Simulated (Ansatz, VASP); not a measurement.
# AlRu: VASP beside Ansatz

```
Al Ru
1.0
     2.99160    0.00000    0.00000
     0.00000    2.99160    0.00000
     0.00000    0.00000    2.99160
Al Ru
1 1
Direct
  0.84958 0.00000 0.00000
  0.50000 0.50000 0.50000
```

Alike in both runs: task single point; functional PBEsol; k mesh 16 × 16 × 16; occupations gaussian, width 0.15 eV; no spin polarisation.

```csv
,VASP,Ansatz
version,VASP 6.6.1,Ansatz 0.2.0
potentials or method,"VASP PAW PBE potentials, release 64 (Al, Ru_pv)","scalar-relativistic, plane waves, PAW"
plane-wave cutoff (eV),520,420
valence electrons in the cell,17,19
```

```tsv
	VASP	Ansatz	Ansatz less VASP
gap on the k mesh at the Fermi level (eV)	none	none	-
pressure (GPa)	11.3	11.2	-0.18
largest component of the traceless stress (GPa)	10.91	10.74	-0.165
rms of the force components (eV/Å)	1.881	1.866	-0.0147
```

Atom by atom the forces differ by 0.015 eV/Å (rms over components). A gap of «none» marks a metal or a gap that the smearing closes. The functional is the same, so the differences come from potentials, cutoffs and numerics. The two sets of potentials don't hold the same shells in valence.

Caveats: the PAW data sets were made with another functional, which shifts forces and pressure a little (VASP).
